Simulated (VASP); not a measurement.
The system is TiTe2.

```
Ti Te
1.0
     3.02557    0.00000    0.00000
     0.00000    3.02557    0.00000
     0.00000    0.00000    9.30163
Ti Te
1 2
Direct
  0.00000 0.00000 0.00000
  0.00000 0.00000 0.29431
  0.00000 0.00000 0.70569
```

The cell was built by a generator and needn't be a form met in nature.

```yaml
Program: VASP 6.6.1
Task: relaxation of cell and atoms
Functional: PBE
Dispersion: TS-HI
Potentials_or_basis: VASP PAW PBE potentials, release 54 (Ti, Te)
Cutoff: 580 eV
k_mesh: 9 × 9 × 3
Occupations: gaussian, width 0.1 eV
Spin: no spin polarisation
Hubbard_terms: Ti d U = 5.3 eV, J = 0.5 eV
```

At the start: pressure 5.2 GPa; volume 28.38 Å³/atom.

Q: Where does the relaxation end?

A: Over 13 steps the energy falls by 44.1 meV/atom and the volume is 31.51 Å³/atom (+11.0 %); space group P4/mmm (No. 123, to 0.05 Å).

Step by step:
```tsv
step	energy change (eV)	largest force (eV/Å)	pressure (GPa)	volume (Å³)
1	0.0000	0.3393	5.22	85.15
2	-0.0380	0.2464	4.25	86.28
3	-0.1230	0.1104	0.47	91.72
4	-0.1248	0.1284	0.16	92.38
5	-0.1260	0.1200	-0.03	92.93
6	-0.1268	0.0866	-0.08	93.29
7	-0.1277	0.0520	-0.04	93.36
8	-0.1285	0.0239	0.06	93.25
9	-0.1291	0.0027	0.17	93.12
10	-0.1300	0.0140	0.26	93.11
11	-0.1313	0.0254	0.30	93.42
12	-0.1322	0.0164	0.18	94.04
13	-0.1323	0.0058	0.04	94.53
```

Final structure:
```yaml
crystal:
  lattice:
    - [3.13023, 0.00000, 0.00000]
    - [0.00000, 3.13023, 0.00000]
    - [0.00000, 0.00000, 9.64782]
  atoms:
    - { symbol: Ti, position: [0.00000, 0.00000, 0.00000] }
    - { symbol: Te, position: [0.00000, 0.00000, 0.29041] }
    - { symbol: Te, position: [0.00000, 0.00000, 0.70959] }
```

Caveat: U without spin polarisation on a metal has little footing; the U is typed as a test and isn't derived for this compound.
